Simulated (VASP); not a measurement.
# H2 in VASP: notebook

Aim: see how the results for H2 move with the level of theory and the settings. Levels: rev-vdW-DF2, LDA, PBEsol, PBE+D3, PBE+D4. Tasks: single point.

All numbers are computed with VASP 6.6.1; they aren't measurements. Logs are shortened: lines on timing, memory, paths and dates and some standing lists are left out, and cuts for length are marked.

## 1. Starting point

The cell holds a molecule in a box, 2 atoms: a = 11.172 Å, b = 11.672 Å, c = 12.172 Å, α = 90.00°, β = 90.00°, γ = 90.00°.

## 2. Single point, rev-vdW-DF2

Input file INCAR:

```
SYSTEM = H
AGGAC = 0.0
ALGO = Fast
EDIFF = 1E-6
ENCUT = 400
GGA = MK
ISIF = 2
ISMEAR = 0
ISYM = 0
LASPH = .TRUE.
LCHARG = .FALSE.
LREAL = .FALSE.
LUSE_VDW = .TRUE.
LWAVE = .FALSE.
NELM = 60
PARAM1 = 0.1234
PARAM2 = 0.711357
PREC = Accurate
SIGMA = 0.01
ZAB_VDW = -1.8867
```

Input file KPOINTS:

```
k-points
0
G
  1 1 1
  0 0 0
```

Input file POSCAR:

```
H                                       
1.0
   11.1715072411      0.0000000000      0.0000000000
    0.0000000000     11.6715072411      0.0000000000
    0.0000000000      0.0000000000     12.1715072411
  H             
     2
Selective dynamics
Direct
     0.5029840055999983    0.4878045314999966    0.5275852130999965   F   F   F
     0.4972158830805482    0.5196554777098372    0.4742661171400267   T   T   T
```

Potentials or basis: VASP PAW PBE potentials, release 64 (H).

Started as:

```console
$ cat potpaw_PBE.64/H/POTCAR > POTCAR
$ mpirun -np 4 vasp_gam > vasp.out
```

OUTCAR:

```text
SYSTEM = H
   EDIFF = 1E-6
   ENCUT = 400
   GGA = MK
   ISIF = 2
   ISMEAR = 0
   ISYM = 0
   LASPH = .TRUE.
   LREAL = .FALSE.
   NELM = 60
   PREC = Accurate

 ion  position               nearest neighbor table
   1  0.503  0.488  0.528-   2 0.75
   2  0.497  0.520  0.474-   1 0.75

IMPORTANT INFORMATION: All symmetrisations will be switched off!
NOSYMM: (Re-)initialisation of all symmetry stuff for point group C_1.

----------------------------------------------------------------------------------------

                                     Primitive cell

  volume of cell :    1587.0225

  direct lattice vectors                    reciprocal lattice vectors
    11.171507241  0.000000000  0.000000000     0.089513436  0.000000000  0.000000000
     0.000000000 11.671507241  0.000000000     0.000000000  0.085678737  0.000000000
     0.000000000  0.000000000 12.171507241     0.000000000  0.000000000  0.082159093

  length of vectors
    11.171507241 11.671507241 12.171507241     0.089513436  0.085678737  0.082159093

  position of ions in fractional coordinates (direct lattice)
     0.502984006  0.487804531  0.527585213
     0.497215883  0.519655478  0.474266117

  ion indices of the primitive-cell ions
   primitive index   ion index
                 1           1
                 2           2

----------------------------------------------------------------------------------------

 KPOINTS: k-points

Automatic generation of k-mesh.
 Grid dimensions read from file:
 generate k-points for:    1    1    1

 Generating k-lattice:

  Cartesian coordinates                     Fractional coordinates (reciprocal lattice)
     0.089513436  0.000000000  0.000000000     1.000000000  0.000000000  0.000000000
     0.000000000  0.085678737  0.000000000     0.000000000  1.000000000  0.000000000
     0.000000000  0.000000000  0.082159093     0.000000000  0.000000000  1.000000000

  Length of vectors
     0.089513436  0.085678737  0.082159093

  Shift w.r.t. Gamma in fractional coordinates (k-lattice)
     0.000000000  0.000000000  0.000000000

 Subroutine IBZKPT returns following result:
 ===========================================

 Found      1 irreducible k-points:

 Following reciprocal coordinates:
            Coordinates               Weight
  0.000000  0.000000  0.000000      1.000000
   k-points           NKPTS =      1   k-points in BZ     NKDIM =      1   number of bands    NBANDS=      8
   number of dos      NEDOS =    301   number of ions     NIONS =      2
   total plane-waves  NPLWV = 512000
   dimension x,y,z NGX =    80 NGY =   80 NGZ =   80
   dimension x,y,z NGXF=   160 NGYF=  160 NGZF=  160
   ions per type =               2
   NGX,Y,Z   is equivalent  to a cutoff of  11.90, 11.39, 10.93 a.u.
   NGXF,Y,Z  is equivalent  to a cutoff of  23.81, 22.79, 21.85 a.u.
 SYSTEM =  H
   PREC   = accura    normal or accurate (medium, high low for compatibility)
   ISTART =      0    job   : 0-new  1-cont  2-samecut
   ICHARG =      2    charge: 1-file 2-atom 10-const
   ISPIN  =      1    spin polarized calculation?
   LNONCOLLINEAR =      F non collinear calculations
   LSORBIT =      F    spin-orbit coupling
   LASPH  =      T    aspherical Exc in radial PAW
   ENCUT  =  400.0 eV  29.40 Ry    5.42 a.u.  18.22 19.03 19.85*2*pi/ulx,y,z
   NELM   =     60;   NELMIN=  2; NELMDL= -5     # of ELM steps
   EDIFF  = 0.1E-05   stopping-criterion for ELM
   LREAL  =      F    real-space projection
   EDIFFG = 0.1E-04   stopping-criterion for IOM
   NSW    =      0    number of steps for IOM
   IBRION =     -1    ionic relax: 0-MD 1-quasi-New 2-CG
   NFREE  =      0    steps in history (QN), initial steepest desc. (CG)
   ISIF   =      2    stress and relaxation
   ISYM   =      0    0-nonsym 1-usesym 2-fastsym
   POTIM  = 0.5000    time-step for ionic-motion
   TEBEG  =    0.0;   TEEND  =   0.0 temperature during run
   PSTRESS=    0.0 pullay stress
   NELECT =       2.0000    total number of electrons
   NUPDOWN=      -1.0000    fix difference up-down
   EMIN   =  10.00;   EMAX   =-10.00  energy-range for DOS
   EFERMI =   0.00;   METHOD = LEGACY
   ISMEAR =     0;   SIGMA  =   0.01  broadening in eV -4-tet -1-fermi 0-gaus
   EFERMI_NEDOS =   21; number of points for ismear=-14 and -15
   IALGO  =     68    algorithm
   IMIX   =      4    mixing-type and parameters
     AMIX     =   0.40;   BMIX     =  1.00
     AMIX_MAG =   1.60;   BMIX_MAG =  1.00
  volume/ion in A,a.u.               =     793.51      5354.88
  Fermi-wavevector in a.u.,A,eV,Ry     =   0.176830  0.334161  0.425441  0.031269
  Thomas-Fermi vector in A             =   0.896670
   LORBIT       =      0    0 simple, 1 ext, 2 COOP (PROOUT), +10 PAW based schemes
   GGA     = MK    functional components
   LHFCALC =     F    Hartree Fock is set to
   AEXX    =    0.0000 exact exchange contribution
   IVDW_NL    =     1    kernel type
   BPARAM     = 6.3000
   IVDW    =     0    specifies the selected vdW correction
   LEPSILON=     F    determine dielectric tensor
   LRPA    =     F    only Hartree local field effects (RPA)
 non-spin polarized calculation
 RMM-DIIS sequential band-by-band and
 Gauss-broadening in eV      SIGMA  =   0.01
  energy-cutoff  :      400.00
  volume of cell :     1587.02
 maximum number of plane-waves:     14409
 NGX is ok and might be reduce to    80
   NGX = 37   NGY = 39   NGZ = 39

 number of electron       2.0000000 magnetization

 Free energy of the ion-electron system (eV)
  ---------------------------------------------------
  ext. energy  EPLUGINS =         0.00000000
  ---------------------------------------------------
  free energy    TOTEN  =        -6.66849809 eV

  energy without entropy =       -6.66849809  energy(sigma->0) =       -6.66849809

 E-fermi : -10.2929     XC(G=0):  -0.3853

 val. band max:      -10.3599294371   @ k =   0.0000   0.0000   0.0000
 cond. band min:      -0.2876330265   @ k =   0.0000   0.0000   0.0000
 fundamental gap:     10.0722964106
 Fermi energy:       -10.2928910146

 k-point     1 :       0.0000    0.0000    0.0000
  band No.  band energies     occupation
      1     -10.3599      2.00000
      2      -0.2876      0.00000
      3       0.0548      0.00000
      4       0.5334      0.00000
      5       0.6135      0.00000
      6       0.7378      0.00000
      7       0.8835      0.00000
      8       0.9705      0.00000

------------------------ aborting loop because EDIFF is reached ----------------------------------------

  FORCE on cell =-STRESS in cart. coord.  units (eV):
  Direction    XX          YY          ZZ          XY          YZ          ZX
  --------------------------------------------------------------------------------------
  -------------------------------------------------------------------------------------
  Total       -0.1308924     -0.1388859     -0.1583707      0.0017321      0.0161368     -0.0027852
  in kB       -0.1321424     -0.1402122     -0.1598830      0.0017486      0.0162909     -0.0028118
  external PRESSURE =      -0.1440792 kB  Pullay stress =       0.0000000 kB

 VOLUME and BASIS-vectors are now :
 -----------------------------------------------------------------------------
  energy-cutoff  :      400.00
  volume of cell :     1587.02
      direct lattice vectors                 reciprocal lattice vectors
    11.171507241  0.000000000  0.000000000     0.089513436  0.000000000  0.000000000
     0.000000000 11.671507241  0.000000000     0.000000000  0.085678737  0.000000000
     0.000000000  0.000000000 12.171507241     0.000000000  0.000000000  0.082159093

 POSITION                                       TOTAL-FORCE (eV/Angst)
 -----------------------------------------------------------------------------------
      5.61909      5.69341      6.42151        -0.000607      0.004280     -0.006337
      5.55465      6.06516      5.77253         0.000607     -0.004280      0.006337
 -----------------------------------------------------------------------------------
    total drift:                                0.000091     -0.000066      0.000020

  FREE ENERGIE OF THE ION-ELECTRON SYSTEM (eV)
  ---------------------------------------------------
  free  energy   TOTEN  =        -6.6684980943 eV

  energy  without entropy=       -6.6684980943  energy(sigma->0) =       -6.66849809

Total vdW correction in eV:      0.4485521
```

Wall time 2.1 min (4 MPI ranks of AMD EPYC 9R45 (Zen 5), shared host); peak memory 0.91 GiB.

What came out:

| Property | Result |
| --- | --- |
| Free energy | -6.6685 eV |
| Largest force | 0.008 eV/Å |
| Gap between the frontier levels | 10.07 eV |

Forces on the atoms (eV/Å):
```
H   -0.001  0.004 -0.006
H    0.001 -0.004  0.006
```

Caveat: the PAW data sets were made with another functional, which shifts forces and pressure a little.

## 3. Single point, LDA

Input file INCAR:

```
SYSTEM = H
ALGO = Fast
EDIFF = 1E-6
ENCUT = 400
ISIF = 2
ISMEAR = 0
ISYM = 0
LASPH = .TRUE.
LCHARG = .FALSE.
LREAL = .FALSE.
LWAVE = .FALSE.
NELM = 60
PREC = Accurate
SIGMA = 0.01
```

KPOINTS is that of step 2.

POSCAR is that of step 2.

Potentials or basis: VASP PAW LDA potentials, release 64 (H).

Started as:

```console
$ cat potpaw_LDA.64/H/POTCAR > POTCAR
$ mpirun -np 4 vasp_gam > vasp.out
```

It took 6 s on 4 MPI ranks of AMD EPYC 9R45 (Zen 5), shared host; peak memory 0.28 GiB.

The run converged. Its results:

* Free energy: -6.6822 eV
* Largest force: 0.531 eV/Å
* Gap between the frontier levels: 10.08 eV

Forces in eV/Å, atoms in the order of the input:
```
H    0.046 -0.262  0.459
H   -0.046  0.262 -0.459
```

Levels at points of the mesh, in eV from the valence-band top:
| k point | band 1 | band 2 | band 3 | band 4 | band 5 | band 6 |
| --- | --- | --- | --- | --- | --- | --- |
| (0.00, 0.00, 0.00) | 0.00 | 10.08 | 10.49 | 10.95 | 11.04 | 11.11 |

LDA gaps usually lie below the measured ones, often by a third to a half.

## 4. Single point, PBEsol

INCAR, as its differences from that of step 3:

```diff
@@ -4,2 +4,3 @@
 ENCUT = 400
+GGA = PS
 ISIF = 2
```

KPOINTS is that of step 3.

POSCAR is that of step 3.

Potentials or basis: VASP PAW PBE potentials, release 64 (H).

Started as:

```console
$ cat potpaw_PBE.64/H/POTCAR > POTCAR
$ mpirun -np 4 vasp_gam > vasp.out
```

It took 10 s on 4 MPI ranks of AMD EPYC 9R45 (Zen 5), shared host; peak memory 0.31 GiB.

Results (log left out):

```yaml
Free_energy: -6.5022 eV
Largest_force: 0.286 eV/Å
Gap_between_the_frontier_levels: 10.03 eV
```

Forces on the atoms (eV/Å):
```
H    0.025 -0.141  0.248
H   -0.025  0.141 -0.248
```

Levels at points of the mesh, in eV from the valence-band top:
| k point | band 1 | band 2 | band 3 | band 4 | band 5 | band 6 |
| --- | --- | --- | --- | --- | --- | --- |
| (0.00, 0.00, 0.00) | 0.00 | 10.03 | 10.49 | 10.91 | 11.00 | 11.06 |

Caveat: the PAW data sets were made with another functional, which shifts forces and pressure a little.

## 5. Single point, PBE+D3

INCAR, as its differences from that of step 4:

```diff
@@ -4,3 +4,3 @@
 ENCUT = 400
-GGA = PS
+GGA = PE
 ISIF = 2
@@ -8,2 +8,3 @@
 ISYM = 0
+IVDW = 11
 LASPH = .TRUE.
```

KPOINTS is that of step 4.

POSCAR is that of step 4.

Started as:

```console
$ cat potpaw_PBE.64/H/POTCAR > POTCAR
$ mpirun -np 4 vasp_gam > vasp.out
```

Run time: 11 s. Hardware: 4 MPI ranks of AMD EPYC 9R45 (Zen 5), shared host; peak memory 0.31 GiB.

It converged, with:

```
Free energy                     : -6.7603 eV
Gap between the frontier levels : 10.17 eV
Dispersion energy per atom      : 0.000 eV
```

Levels at points of the mesh, in eV from the valence-band top:
```tsv
k point	band 1	band 2	band 3	band 4	band 5	band 6
(0.00, 0.00, 0.00)	0.00	10.17	10.58	11.04	11.12	11.19
```

## 6. Single point, PBE+D4

INCAR, as its differences from that of step 5:

```diff
@@ -8,3 +8,3 @@
 ISYM = 0
-IVDW = 11
+IVDW = 13
 LASPH = .TRUE.
```

KPOINTS is that of step 5.

POSCAR is that of step 5.

Potentials or basis: VASP PAW PBE potentials, release 64 (H).

Started as:

```console
$ cat potpaw_PBE.64/H/POTCAR > POTCAR
$ mpirun -np 4 vasp_gam > vasp.out
```

OUTCAR:

```text
SYSTEM = H
   EDIFF = 1E-6
   ENCUT = 400
   GGA = PE
   ISIF = 2
   ISMEAR = 0
   ISYM = 0
   IVDW = 13
   LASPH = .TRUE.
   LREAL = .FALSE.
   NELM = 60
   PREC = Accurate

 ion  position               nearest neighbor table
   1  0.503  0.488  0.528-   2 0.75
   2  0.497  0.520  0.474-   1 0.75

IMPORTANT INFORMATION: All symmetrisations will be switched off!
NOSYMM: (Re-)initialisation of all symmetry stuff for point group C_1.

----------------------------------------------------------------------------------------

                                     Primitive cell

  volume of cell :    1587.0225

  direct lattice vectors                    reciprocal lattice vectors
    11.171507241  0.000000000  0.000000000     0.089513436  0.000000000  0.000000000
     0.000000000 11.671507241  0.000000000     0.000000000  0.085678737  0.000000000
     0.000000000  0.000000000 12.171507241     0.000000000  0.000000000  0.082159093

  length of vectors
    11.171507241 11.671507241 12.171507241     0.089513436  0.085678737  0.082159093

  position of ions in fractional coordinates (direct lattice)
     0.502984006  0.487804531  0.527585213
     0.497215883  0.519655478  0.474266117

  ion indices of the primitive-cell ions
   primitive index   ion index
                 1           1
                 2           2

----------------------------------------------------------------------------------------

 KPOINTS: k-points

Automatic generation of k-mesh.
 Grid dimensions read from file:
 generate k-points for:    1    1    1

 Generating k-lattice:

  Cartesian coordinates                     Fractional coordinates (reciprocal lattice)
     0.089513436  0.000000000  0.000000000     1.000000000  0.000000000  0.000000000
     0.000000000  0.085678737  0.000000000     0.000000000  1.000000000  0.000000000
     0.000000000  0.000000000  0.082159093     0.000000000  0.000000000  1.000000000
[... 49 lines left out ...]
   EFERMI_NEDOS =   21; number of points for ismear=-14 and -15
   IALGO  =     68    algorithm
   IMIX   =      4    mixing-type and parameters
     AMIX     =   0.40;   BMIX     =  1.00
     AMIX_MAG =   1.60;   BMIX_MAG =  1.00
  volume/ion in A,a.u.               =     793.51      5354.88
  Fermi-wavevector in a.u.,A,eV,Ry     =   0.176830  0.334161  0.425441  0.031269
  Thomas-Fermi vector in A             =   0.896670
   LORBIT       =      0    0 simple, 1 ext, 2 COOP (PROOUT), +10 PAW based schemes
   GGA     = PE    functional components
   LHFCALC =     F    Hartree Fock is set to
   AEXX    =    0.0000 exact exchange contribution
   IVDW    =    13    specifies the selected vdW correction
   LEPSILON=     F    determine dielectric tensor
   LRPA    =     F    only Hartree local field effects (RPA)
 non-spin polarized calculation
 RMM-DIIS sequential band-by-band and
 Gauss-broadening in eV      SIGMA  =   0.01
  energy-cutoff  :      400.00
  volume of cell :     1587.02
 maximum number of plane-waves:     14409
 NGX is ok and might be reduce to    80
   NGX = 37   NGY = 39   NGZ = 39

 number of electron       2.0000000 magnetization

 Free energy of the ion-electron system (eV)
  ---------------------------------------------------
  ext. energy  EPLUGINS =         0.00000000
  ---------------------------------------------------
  free energy    TOTEN  =        -6.76030510 eV

  energy without entropy =       -6.76030510  energy(sigma->0) =       -6.76030510

 E-fermi : -10.2415     XC(G=0):  -0.2640

 val. band max:      -10.3089876614   @ k =   0.0000   0.0000   0.0000
 cond. band min:      -0.1357460844   @ k =   0.0000   0.0000   0.0000
 fundamental gap:     10.1732415770
 Fermi energy:       -10.2415036586

 k-point     1 :       0.0000    0.0000    0.0000
  band No.  band energies     occupation
      1     -10.3090      2.00000
      2      -0.1357      0.00000
      3       0.2715      0.00000
      4       0.7301      0.00000
      5       0.8137      0.00000
      6       0.8841      0.00000
      7       1.0031      0.00000
      8       1.0968      0.00000

------------------------ aborting loop because EDIFF is reached ----------------------------------------

  DFT-D4 for vdW energy calculation

  Edisp (eV):   -0.00203

  FORCE on cell =-STRESS in cart. coord.  units (eV):
  Direction    XX          YY          ZZ          XY          YZ          ZX
  --------------------------------------------------------------------------------------
  -------------------------------------------------------------------------------------
  Total      -0.12138    -0.12887    -0.14717     0.00162     0.01515    -0.00262
  in kB      -0.12254    -0.13010    -0.14858     0.00164     0.01529    -0.00264
  external pressure =       -0.13 kB  Pullay stress =        0.00 kB

 VOLUME and BASIS-vectors are now :
 -----------------------------------------------------------------------------
  energy-cutoff  :      400.00
  volume of cell :     1587.02
      direct lattice vectors                 reciprocal lattice vectors
    11.171507241  0.000000000  0.000000000     0.089513436  0.000000000  0.000000000
     0.000000000 11.671507241  0.000000000     0.000000000  0.085678737  0.000000000
     0.000000000  0.000000000 12.171507241     0.000000000  0.000000000  0.082159093

 POSITION                                       TOTAL-FORCE (eV/Angst)
 -----------------------------------------------------------------------------------
      5.61909      5.69341      6.42151        -0.000003      0.001144     -0.000926
      5.55465      6.06516      5.77253         0.000003     -0.001144      0.000926
 -----------------------------------------------------------------------------------
    total drift:                                0.000036     -0.000032      0.000035

  FREE ENERGIE OF THE ION-ELECTRON SYSTEM (eV)
  ---------------------------------------------------
  free  energy   TOTEN  =        -6.7623378857 eV

  energy  without entropy=       -6.7623378857  energy(sigma->0) =       -6.76233789
```

OSZICAR:

```text
N       E                     dE             d eps       ncg     rms          rms(c)
DAV:   1    -0.480503421817E+00   -0.48050E+00   -0.43099E+02    16   0.942E+01
DAV:   2    -0.738865102691E+01   -0.69081E+01   -0.69081E+01    24   0.253E+01
DAV:   3    -0.743687994037E+01   -0.48229E-01   -0.48229E-01    32   0.356E+00
[... 11 lines left out ...]
RMM:  15    -0.676024837326E+01   -0.10929E-04   -0.47754E-06    19   0.717E-03    0.165E-03
RMM:  16    -0.676029395409E+01   -0.45581E-04   -0.33593E-06    26   0.569E-03    0.354E-03
RMM:  17    -0.676029661966E+01   -0.26656E-05   -0.21984E-07    21   0.159E-03    0.142E-03
RMM:  18    -0.676030469543E+01   -0.80758E-05   -0.59042E-07    24   0.215E-03    0.808E-04
RMM:  19    -0.676030509517E+01   -0.39974E-06   -0.21942E-08    21   0.604E-04
   1 F= -.67623379E+01 E0= -.67623379E+01  d E =-.940288E-22
```

Wall time 10 s (4 MPI ranks of AMD EPYC 9R45 (Zen 5), shared host); peak memory 0.31 GiB.

Results:

| Property | Result |
| --- | --- |
| Free energy | -6.7623 eV |
| Gap between the frontier levels | 10.17 eV |
| Dispersion energy per atom | -0.001 eV |

PBE gaps usually lie below the measured ones, often by a third to a half.

## 7. Summary

| level | potentials or basis | gap on the mesh (eV) | largest force (eV/Å) |
| --- | --- | --- | --- |
| rev-vdW-DF2 | VASP PAW PBE potentials, release 64 (H) | 10.07 | 0.01 |
| LDA | VASP PAW LDA potentials, release 64 (H) | 10.08 | 0.53 |
| PBEsol | VASP PAW PBE potentials, release 64 (H) | 10.03 | 0.29 |
| PBE+D3 | VASP PAW PBE potentials, release 64 (H) | 10.17 | - |
| PBE+D4 | VASP PAW PBE potentials, release 64 (H) | 10.17 | - |

Alike in all rows: task single point; no spin polarisation; cell as given; k mesh 1 × 1 × 1; cutoff (eV) 400; smearing gaussian 0.01 eV.

Caveats: the PAW data sets were made with another functional, which shifts forces and pressure a little (some runs).

Total energies depend on the potentials used, so only differences within one code and one set of settings carry meaning.
